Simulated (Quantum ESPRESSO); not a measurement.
Here is a Quantum ESPRESSO 7.5 calculation.

Contents of pw.in:

```
&CONTROL
  calculation = 'scf'
  prefix = 'pwscf'
  outdir = './tmp'
  pseudo_dir = './pseudo'
  tprnfor = .true.
  tstress = .true.
  disk_io = 'nowf'
/
&SYSTEM
  ibrav = 0
  nat = 2
  ntyp = 2
  ecutwfc = 88
  nbnd = 10
  occupations = 'smearing'
  smearing = 'fd'
  degauss = 0.00367493
/
&ELECTRONS
  conv_thr = 4d-10
  electron_maxstep = 120
  mixing_beta = 0.5
/
ATOMIC_SPECIES
F     18.9984 F_ONCV_PBE-1.2.upf
Li     6.9400 Li_ONCV_PBE-1.2.upf
CELL_PARAMETERS angstrom
   0.0000000000    2.0140000000    2.0140000000
   2.0140000000    0.0000000000    2.0140000000
   2.0140000000    2.0140000000    0.0000000000
ATOMIC_POSITIONS crystal
F      0.5000000000    0.5000000000    0.5000000000
Li     0.0000000000    0.0000000000    0.0000000000
K_POINTS automatic
4 4 4 0 0 0
```

Potentials or basis: SG15 PBE 1.2.

The run is started by

```bash
$ OMP_NUM_THREADS=1 mpirun -n 2 pw.x -nk 2 -in pw.in > pw.out
```

What does it give for the band gap on the k mesh?

9.13 eV, direct.

Estimate the pressure.

1.8 GPa.

Caveat: the k mesh is coarse (spacing up to 0.68 Å⁻¹), so the values aren't converged.
